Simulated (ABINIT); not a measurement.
The system is Au.

```
Au
1.0
     0.00000    2.03500    2.03500
     2.03500    0.00000    2.03500
     2.03500    2.03500    0.00000
Au
1
Direct
  0.00000 0.00000 0.00000
```

Base run:

```yaml
Program: ABINIT 10.8.3 (patched build)
Functional: SCAN
Potentials_or_basis: JTH PAW PBE v2.0
Cutoff: 816 eV
k_mesh: 11 × 11 × 11
Occupations: fermi-dirac, width 0.05 eV
Spin: no spin polarisation
```

Its results: band gap on the k mesh none (metal or under the smearing width); pressure 3.5 GPa.

**Question.** After a change of settings the same cell gave: band gap on the k mesh none (metal or under the smearing width); pressure 10.1 GPa. Which change was it?
A. functional from SCAN to AM05; potentials or basis from JTH PAW PBE v2.0 to PseudoDojo NC SR PBEsol v0.4.1 standard; cutoff from 816 eV to 1034 eV; valence electrons from 11 to 19
B. functional from SCAN to revPBE; cutoff from 816 eV to 680 eV; fine-grid cutoff from 1414.99 eV to 1278.94 eV
C. functional from SCAN to BP86; potentials or basis from JTH PAW PBE v2.0 to PseudoDojo NC SR PBE v0.4.1 standard; cutoff from 816 eV to 1034 eV; valence electrons from 11 to 19
D. functional from SCAN to r2SCAN; k mesh from 11 × 11 × 11 to 4 × 4 × 4

**Answer.** D.

Caveats: some runs use coarse meshes; the PAW data sets were made with another functional, which shifts forces and pressure a little; spin-orbit coupling is left out, which moves the levels of the heavy elements (some runs).

Runs at the PBE level aren't shown here.
